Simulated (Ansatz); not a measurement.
# Structures of Ti₂O: which is lowest?

Plane-wave DFT in Ansatz with scalar-relativistic PAW potentials, cutoff 420 eV, Γ-centred meshes chosen by cell and gap, Gaussian smearing with energies taken to zero width. Every cell was relaxed (cell and atoms) in a run of its own, within the symmetry of its start. Functional: PBEsol.

Relaxed structures (starts from databases or built by putting these elements on another compound's sites):
A. P-3m1, 3 atoms in the computed cell, a = 2.953 Å, c = 4.724 Å; sites (symmetry × multiplicity) Ti 3m. × 2, O -3m. × 1; start: database
B. P6_3/mmc, 6 atoms in the computed cell, a = 2.886 Å, c = 9.949 Å; sites (symmetry × multiplicity) Ti 3m. × 4, O -6m2 × 2; start: built

Q: Rank them by energy. Could pressure change the order?

A:
| structure | group | E − E(lowest) (meV/atom) | V (Å³/atom) | gap on mesh (eV) |
| --- | --- | --- | --- | --- |
| A | P-3m1 | 0.0 | 11.89 | 0.00 |
| B | P6_3/mmc | 111 | 11.97 | 0.00 |

A is lowest, 111 meV/atom under B. The lowest is also the densest of these, so pressure wouldn't bring one of the others in at first order. Other structures may lie lower than all of these, and vibrations aren't counted.

Spin polarisation was left out, and a magnetic state may lie lower.